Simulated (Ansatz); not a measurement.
# Al: the cost of one run

Method: DFT PBE, scalar-relativistic, plane waves, PAW, in Ansatz 0.2.0.

This is Al in the bcc structure; at room conditions it is fcc.

2 further runs of the same task are left out: 1 that didn't finish, 1 set aside as unsound or not needed.

## 1. The system as given

The structure is cubic, space group Im-3m (No. 229). The conventional cell has a = 3.235 Å, b = 3.235 Å, c = 3.235 Å, α = 90.00°, β = 90.00°, γ = 90.00°. Al (site symmetry m-3m) is surrounded by 8 Al at 2.80 Å.

Coordinates:

```cif
data_structure
_symmetry_space_group_name_H-M 'Im-3m'
_symmetry_Int_Tables_number 229
_cell_length_a 3.2351
_cell_length_b 3.2351
_cell_length_c 3.2351
_cell_angle_alpha 90.000
_cell_angle_beta 90.000
_cell_angle_gamma 90.000
_cell_volume 33.86
loop_
_atom_site_label
_atom_site_type_symbol
_atom_site_symmetry_multiplicity
_atom_site_Wyckoff_symbol
_atom_site_fract_x
_atom_site_fract_y
_atom_site_fract_z
_atom_site_occupancy
Al1 Al 2 a 0.00000 0.00000 0.00000 1
```

It is the end of an earlier relaxation with the same method, from a generated guess; it needn't be the stable form of this composition. At a tolerance of 0.05 Å it has space group Im-3m (No. 229); it has 16.93 Å³/atom, an uncorrected energy of +0.10 eV/atom over the standard state.

## 2. Bands, states and charges

File input.yaml:

```yaml
crystal:
  lattice:
    - [-1.6175318002, 1.6175318002, 1.6175318002]
    - [1.6175318002, -1.6175318002, 1.6175318002]
    - [1.6175318002, 1.6175318002, -1.6175318002]
  atoms:
    - { symbol: Al, position: [0.0, 0.0, 0.0] }
basis:
  ecutwfc: 420
kpoints:
  mp_grid: { grid: [24, 24, 24] }
  band_path:
    path:
      - [[0.0, 0.0, 0.0], [0.5, -0.5, 0.5], [0.0, 0.0, 0.5], [0.0, 0.0, 0.0], [0.25, 0.25, 0.25], [0.5, -0.5, 0.5]]
      - [[0.25, 0.25, 0.25], [0.0, 0.0, 0.5]]
    npoints: 14
hamiltonian:
  xc: pbe
scf:
  occupations: { method: gaussian, width: 0.1 }
  n_extra_bands: 6
output:
  forces: true
  stress: true
  eigenvalues: true
  populations: true
  dos: { projected: true, de: 0.02, nscf_kmesh: { grid: [29, 29, 29] } }
  bader: true
  write_density: true
  write_potential: true
  elf: true
  volumetric_format: npy
```

Command:

```bash
$ ansatz run input.yaml --threads 1 --pin off --max-ram 2560MiB --backend cpu --events-out ev --progress --plain --runs-dir out
```

What time and memory should one allow on 1 thread of Intel Xeon at 2.50GHz (Skylake/Cascade Lake), shared host?

About 37 s, with a peak of 0.35 GiB.
